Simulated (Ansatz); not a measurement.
**Relaxing S**

All numbers below come from Ansatz 0.2.0, DFT r2SCAN, scalar-relativistic, plane waves, PAW. Cutoff 500 eV, Γ-centred k mesh, Gaussian smearing, no spin polarisation in the final step.

The start puts S on the samarium (9R) structure type (R-3m, No. 166), at a guessed volume.

```yaml
crystal:
  lattice:
    - [1.79331, 1.03537, 8.66697]
    - [-1.79331, 1.03537, 8.66697]
    - [0.00000, -2.07074, 8.66697]
  atoms:
    - { symbol: S, position: [0.00000, 0.00000, 0.00000] }
    - { symbol: S, position: [0.22222, 0.22222, 0.22222] }
    - { symbol: S, position: [0.77778, 0.77778, 0.77778] }
```

Cell and atoms relax at zero pressure; the relaxation can't lower the symmetry of the start. After a coarse first stage the cell is made exact in the group found at 0.06 Å.

Energies count from the standard state of S at the same level.

Problem. What does it relax into?

Solution. It keeps R-3m (No. 166), but not the shape of the type it started on. Conventional cell: a = 3.390 Å, c = 18.307 Å. S on Wyckoff site a (1 atom of the primitive cell) has 6 S at 2.40 Å; S on Wyckoff site c (2 atoms of the primitive cell) is coordinated by 3 S at 2.40 Å.

```xyz
3
Lattice="1.6952 0.9787 6.1025 -1.6952 0.9787 6.1025 0.0000 -1.9574 6.1025" Properties=species:S:1:pos:R:3 pbc="T T T"
S     0.0000    0.0000    0.0000
S     0.0000    0.0000    4.7094
S     0.0000    0.0000   13.5979
```

Problem. What are its volume, energy, density and gap?

Solution. The volume per atom is 20.2 Å³. The density is 2.6 g/cm³. The energy over the standard structure is 0.557 eV/atom. The gap on the 9×9×9 mesh is 0.72 eV.

The final run used a 9×9×9 mesh on its 3-atom cell and 0.02 eV smearing. Weakly bound directions are ill-defined at this level, which has no dispersion term. Symmetry constrained the relaxation, so the result can be a saddle point.

This form isn't the element's structure at ambient conditions.